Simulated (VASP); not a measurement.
## VASP 6.6.1 run: Ge

INCAR

```
SIGMA = 0.02
LCHARG = .FALSE.
ENCUT = 520
ISMEAR = -1
GGA = PE
LWAVE = .FALSE.
NELECT = 28.02
EDIFF = 1E-7
BMIX = 3
IBRION = -1
NBANDS = 21
LREAL = .FALSE.
LASPH = .TRUE.
NELM = 77
NSW = 0
ISIF = 2
PREC = Accurate
```

KPOINTS

```
KPOINTS created by Atomic Simulation Environment
0
Gamma
8 8 8
0 0 0
```

POSCAR

```
Ge
 1.0000000000000000
    -0.0000000000000000    2.8368735120893840    2.8368735120893840
     2.8368735120893840    0.0000000000000000    2.8368735120893840
     2.8368735120893840    2.8368735120893840   -0.0000000000000000
 Ge
   2
Cartesian
  0.0000000000000000 -0.0000000000000000 -0.0000000000000000
  1.4184367560446920  1.4184367560446920  1.4184367560446920
```

The recommended PBE PAW datasets give the neutral cell 28 valence electrons.

Command

```
mpirun -np 1 vasp_std
```

How does this run end, and what does it give?

It converged. Results: pressure 3.9 GPa.

OSZICAR

```
N       E                     dE             d eps       ncg     rms          rms(c)
DAV:   1     0.188009497415E+03    0.18801E+03   -0.14467E+04  1345   0.362E+03
DAV:   2     0.188709082674E+02   -0.16914E+03   -0.16470E+03  1223   0.625E+02
DAV:   3    -0.806976742418E+01   -0.26941E+02   -0.26752E+02  1413   0.143E+02
DAV:   4    -0.898201536685E+01   -0.91225E+00   -0.91182E+00  1363   0.307E+01
DAV:   5    -0.899735027832E+01   -0.15335E-01   -0.15335E-01  1383   0.438E+00    0.318E+00
DAV:   6    -0.896188144747E+01    0.35469E-01   -0.78032E-03  1378   0.898E-01    0.218E+00
DAV:   7    -0.889874081733E+01    0.63141E-01   -0.42246E-02  1600   0.254E+00    0.865E-01
DAV:   8    -0.890214629635E+01   -0.34055E-02   -0.11921E-02  1514   0.949E-01    0.271E-01
DAV:   9    -0.890471025662E+01   -0.25640E-02   -0.33592E-03  1283   0.557E-01    0.181E-01
DAV:  10    -0.890586583181E+01   -0.11556E-02   -0.30668E-03  1258   0.311E-01    0.260E-02
DAV:  11    -0.890589626973E+01   -0.30438E-04   -0.22314E-04  1629   0.243E-01    0.195E-02
DAV:  12    -0.890592177104E+01   -0.25501E-04   -0.32092E-05  1243   0.380E-02    0.924E-03
DAV:  13    -0.890592139776E+01    0.37327E-06   -0.32632E-06  1647   0.307E-02    0.395E-03
DAV:  14    -0.890592211126E+01   -0.71350E-06   -0.86482E-07  1291   0.112E-02    0.100E-03
DAV:  15    -0.890592215108E+01   -0.39814E-07   -0.47590E-08   924   0.392E-03
   1 F= -.89059222E+01 E0= -.89058467E+01  d E =-.150826E-03
```

The cell is charged and sits in a uniform background.

For comparison, a separate PBE run of the intended cell, on usual settings and not on those above, gives a gap of 0.00 eV on its mesh and a pressure of 2.9 GPa.
